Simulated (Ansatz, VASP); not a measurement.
Given: the input of a run of VASP 6.6.1 on Cs.

Contents of INCAR:

```
ALGO = Normal ; EDIFF = 1E-7
ENCUT = 520 ; GGA = PE
ISIF = 2 ; ISMEAR = -1
LASPH = T ; LCHARG = F
LREAL = F ; LWAVE = F
NBANDS = 10 ; NELM = 100
PREC = Accurate ; SIGMA = 0.05
```

File KPOINTS:

```
k-points
0
Gamma
  6 6 6
```

The input POSCAR:

```
Cs
1.0
   -3.1898230911      3.1898230911      3.1898230911
    3.1898230911     -3.1898230911      3.1898230911
    3.1898230911      3.1898230911     -3.1898230911
Cs
1
Direct
    0.0000000000      0.0000000000      0.0000000000
```

Potentials or basis: VASP PAW PBE potentials, release 64 (Cs_sv).

Run with:

```console
$ cat potpaw_PBE.64/Cs_sv/POTCAR > POTCAR
$ mpirun -np 1 vasp_std > vasp.out
```

Task: Translate it to Ansatz 0.2.0. Potentials there: all-electron LAPW, scalar-relativistic.

Result: As run (the cutoff follows the program's own potentials):

File input.yaml:

```yaml
crystal:
  lattice:
    - [-3.1898230911, 3.1898230911, 3.1898230911]
    - [3.1898230911, -3.1898230911, 3.1898230911]
    - [3.1898230911, 3.1898230911, -3.1898230911]
  atoms:
    - { symbol: Cs, position: [0.0, 0.0, 0.0] }
kpoints:
  mp_grid: { grid: [6, 6, 6] }
scf:
  occupations: { method: fermi_dirac, width: 0.05 }
hamiltonian:
  xc: pbe
  pseudopotentials: { kind: all_electron, lapw: { basis_error: 0.0005 } }
output:
  forces: true
  stress: true
  eigenvalues: true
```

Potentials or basis: all-electron LAPW, scalar-relativistic.

Run with:

```bash
$ ansatz run input.yaml --threads 1 --pin off --max-ram 2560MiB --backend cpu --events-out ev --progress --plain --runs-dir out
```

Both were run:

|  | VASP | Ansatz | Ansatz less VASP |
| --- | --- | --- | --- |
| gap on the k mesh at the Fermi level (eV) | none | none | - |
| pressure (GPa) | -0.2 | -0.2 | +0.01 |

A gap of «none» marks a metal or a gap that the smearing closes. Ansatz ran all-electron here, so the differences hold the error of VASP's frozen core and of both bases.

The runs have no spin-orbit coupling, so splittings on Cs are missing.
